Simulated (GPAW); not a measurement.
# Calculated records

### A GW chain in GPAW: SnCl2 (1T monolayer)

The cell holds 3 atoms: 1 Sn and 2 Cl. Its edges and angles: a = 4.113 Å, b = 4.113 Å, c = 13.800 Å, α = 90.0°, β = 90.0°, γ = 120.0°. Vacuum lies along c.

```
Sn Cl
1.0
     4.11287    0.00000    0.00000
    -2.05644    3.56185    0.00000
     0.00000    0.00000   13.80000
Sn Cl
1 2
Direct
  0.00000 0.00000 0.50000
  0.33333 0.66667 0.60879
  0.66667 0.33333 0.39121
```

```
method               : DFT, LDA, plane waves, PAW (and 1 further level or step)
program              : GPAW 26.7.0
settings of one run  : cutoff 550 eV, GPAW PAW setups 1.2.1 data release, 9×9×1 k-mesh
cost                 : 4 runs, 5.2 min in all on 4 MPI ranks of Arm Neoverse V1, shared host (the runs of this entry)
notes                : Values taken over the cell’s volume include its vacuum. The start is a generated structure, not a measured one. Limits: no spin-orbit coupling. Bands and cutoff are finite, so the gap is not at the basis limit. The miss can reach some tenths of an eV and take either sign; the mesh is an error of its own.
LDA gap              : 2.12 eV, indirect
G0W0 gap on the mesh : 3.98 eV
GW settings          : 6×6×1 mesh, 152 bands, screening to 48 eV, full frequency, Hilbert transform
known limits         : not at the basis limit; no spin-orbit coupling
```

G0W0 moves the gap on the mesh from 2.12 eV to 3.98 eV (+1.86 eV), with Z of 0.77 and 0.81 at the edges. Only 2 of the mesh's irreducible points were corrected, so a valley elsewhere could overtake.

[Paths, hosts, dates, memory and timing lines, banners, echoed tables and standing remarks are left out of the program output.]

[Logs are printed without paths, hosts, clocks, repeated set-up lines and the standing remarks that a program may print on its own settings, such as how far it seeks lower states.]

[Runs of the session that timed out or met a known fault of the program may be left out.]

[Hosts, paths, dates, database ids (printed as entryN), source tags and the programs' standing remarks are cut or masked in the printed files.]
